## Question

Five programs have computed how the energy of the same aluminium nitride crystal changes with its volume. The equilibrium volume is where the energy is lowest. The bulk modulus $B$ measures the resistance to compression there, and its slope $B'$ tells how fast $B$ grows with pressure. Use the table to decide how far the programs agree and where their differences come from.

Static-lattice PBE calculations of AlN (P6₃mc, 4 atoms per cell) with the programs named, without spin polarisation or dispersion correction, on a 10×10×6 k mesh with Fermi-Dirac smearing of 0.05 eV. Volume, modulus and slope come from Birch-Murnaghan fits to the energies of seven uniformly scaled cells. The basis column gives the plane-wave cutoff.

| program | potentials | basis | equilibrium volume (Å³/atom) | bulk modulus (GPa) | bulk modulus slope | equilibrium volume less the median of the rows (Å³/atom) |
| --- | --- | --- | --- | --- | --- | --- |
| VASP | VASP PAW PBE potentials, recommended | 520 eV | 10.636 | 194.40 | 3.920 | -0.026 |
| Ansatz | Ansatz PAW | 420 eV | 10.647 | 193.50 | 3.880 | -0.015 |
| Quantum ESPRESSO | SSSP 1.3 efficiency PBE | 816 eV | 10.662 | 195.00 | 3.950 | 0.000 |
| ABINIT | JTH PAW PBE v2.0 | 707 eV | 10.671 | 195.20 | 3.850 | 0.009 |
| GPAW | GPAW PAW data sets (gpaw data 1.2.1) | 800 eV | 10.724 | 193.60 | 4.090 | 0.062 |

## Model answer

**1. Which result stands apart, and how large is the disagreement for a chemist?**

GPAW stands apart. Its volume lies 0.053 Å³/atom above the next largest, while the other four rows together span only 0.035. The full spread of 0.088 Å³/atom is about 0.8% of the volume. A length changes by only a third of that percentage, so the Al–N bonds differ by about 0.005 Å. The tetrahedral network itself was given as input and only its scale could vary, so the table tests the bond length and not the structure.

**2. Would a change of program bring the volume back to that of the starting cell?**

No. All five volumes exceed the starting cell of 10.45 Å³/atom, by 1.8% in VASP and up to 2.6% in GPAW. Even the smallest excess is about twice the whole spread between programs. The starting cell is close to the measured crystal, by rough recollection within a per cent, and PBE is known to make solids somewhat too large. The common excess is therefore best read as an error of the functional, which all the programs share. Zero-point motion, absent from these static calculations, would expand the crystal a little further.

*Remark on the reasoning.* Agreement between programs tests how well the same equations are solved. It does not test whether the equations describe nature.

**3. How can careful calculations disagree on a volume at all?**

An energy curve is flat at its minimum. Moving away from it by $\Delta V$ costs

$$\Delta E \approx \frac{B\,(\Delta V)^2}{2V},$$

where $V$ is the equilibrium volume. For a $\Delta V$ as large as the full spread, this is only about 0.4 meV per atom, far less than the thermal energy at room temperature, about 25 meV. What moves the minimum is a small error in the slope of the curve, which acts like an extra outward pressure $\Delta p$ and shifts the volume by

$$\frac{\Delta V}{V} \approx \frac{\Delta p}{B}.$$

With $B$ near 194 GPa, a shift of 0.8% corresponds to about 1.6 GPa.

*Remark on the reasoning.* The second formula carries over to neighbouring compounds. Aluminium phosphide has longer, weaker bonds and roughly half the modulus. The same pressure error would move its volume by about twice the percentage.

**4. Each program also computes the pressure directly from the stress. Does zero pressure fall at the same volume as the energy minimum?**

Not exactly, and in GPAW the difference is plain. For a cell of 10.66 Å³/atom GPAW prints a pressure of 0.54 GPa, whereas the slope of its energy curve there corresponds to 1.18 GPa. The formula of the previous answer gives the volume at which the printed pressure would vanish. The modulus needed, 198 GPa, follows from the printed pressures of the two neighbouring cells:

$$V_{p=0} \approx 10.66\left(1+\frac{0.54}{198}\right) \approx 10.69\ \text{Å}^3/\text{atom}.$$

This is about 0.035 below GPAW's value in the table. Treated in the same way, the five rows spread over 0.057 instead of 0.088 Å³/atom, and GPAW still has the largest volume. About a third of the disagreement thus depends on whether one follows energies or stresses, and the rest appears by both routes.

The likely reason for the mismatch is an incomplete set of plane waves. The energies are computed at a fixed cutoff, so a larger cell receives more waves and keeps the same resolution in space. The stress instead describes a cell stretched with its set of waves held fixed, so that the resolution becomes coarser. This raises the energy on expansion and acts as a spurious inward pull, which places the printed pressure below the slope of the energies. Four rows show this sign clearly, and in Ansatz the two agree within the digits of the table.

*Remark on the reasoning.* The zero-pressure volume is a diagnosis. It should not replace the value in the table, and its smaller spread is no proof of better agreement. Fixed-cutoff energies usually give the better volume, because the energy missing from an incomplete basis is nearly the same in each cell and largely cancels.

**5. Does the highest cutoff mark the most complete basis?**

The printed pressures warn against that reading. Ansatz has the lowest cutoff, 420 eV, and the smallest mismatch between pressure and energy slope. Quantum ESPRESSO has the highest cutoff, 816 eV, and the second largest mismatch. GPAW works at 800 eV and has the largest. Ansatz can correct its stress for the incomplete basis, but the pressures used here are without that correction, so it does not explain the small mismatch. If the basis is its cause, the mismatch shows how fast the energy still falls as the cutoff rises. A small one therefore suggests a nearly complete basis but does not prove it.

A cutoff has meaning only together with its potentials. The 2p electrons of nitrogen are the demanding ones: no inner p shell keeps them away from the nucleus, so they form a compact cloud. Each set of potentials smooths this cloud near the nucleus in its own way, and a smoother cloud needs fewer waves.

The useful test is to raise the cutoff within one program and keep its potentials. If the basis causes GPAW's mismatch, its zero-pressure volume should rise towards the volume of the energy minimum, while the latter moves much less. If the mismatch stays, the cause lies elsewhere, for instance in the grid that carries the density.

**6. The moduli span only 1.7 GPa. Do the programs therefore agree on the stiffness of AlN?**

Less well than it seems, because each modulus belongs to a different volume. A crystal with longer bonds is softer, and $B'$ tells by how much: near equilibrium, $B$ varies roughly as $V^{-B'}$. Brought to the common volume of 10.66 Å³/atom in this way, the moduli run from about 193 GPa in VASP and Ansatz to 198 GPa in GPAW. The spread has grown to 5.8 GPa. The printed pressures give the same moduli within a few tenths of a GPa, so the difference does not hang on the fit of the energy curve.

This also reveals what kind of difference separates GPAW from VASP. Suppose that GPAW's curve were VASP's with a constant outward pressure added. The crystal would expand and soften, and its modulus at GPAW's volume would be about 188 GPa. GPAW finds 194 GPa, almost the value that VASP has at its own smaller volume. The curve has been moved sideways, towards longer bonds, rather than merely tilted.

A slightly stronger repulsion between neighbouring atoms would have this effect, since it both expands the crystal and stiffens it at a given volume. Whether the potentials of GPAW produce such a repulsion is a guess. Potentials, cutoff and program change together here, so the table alone does not separate them.

*Remark on the reasoning.* A close match between two moduli can hide a difference in volume and a difference in stiffness that offset each other. Comparing them at one volume brings both into view.

**7. Which digits may be used in practice?**

All five PBE volumes lie within 0.05 Å³/atom of 10.68, the middle of their range. The second decimal is therefore already uncertain, and the third describes one particular run. The order of VASP and Ansatz, or of Quantum ESPRESSO and ABINIT, rests on steps of about 0.01 and could change with a tighter basis. The modulus is about 194 GPa to within 1 or 2 GPa between programs, and $B'$ is close to 4. The cells were scaled without letting their shape or inner atomic positions adjust, so a fully relaxed crystal is expected to be slightly more compressible.

For a density the choice of row hardly matters, since the functional's error outweighs it: every row gives a density roughly 2% too low. Small volume changes, such as those caused by an alloying element, call for more care. Both volumes should then come from the same program, potentials and cutoff, so that most of the error in the slope is common to both and drops out of the difference.
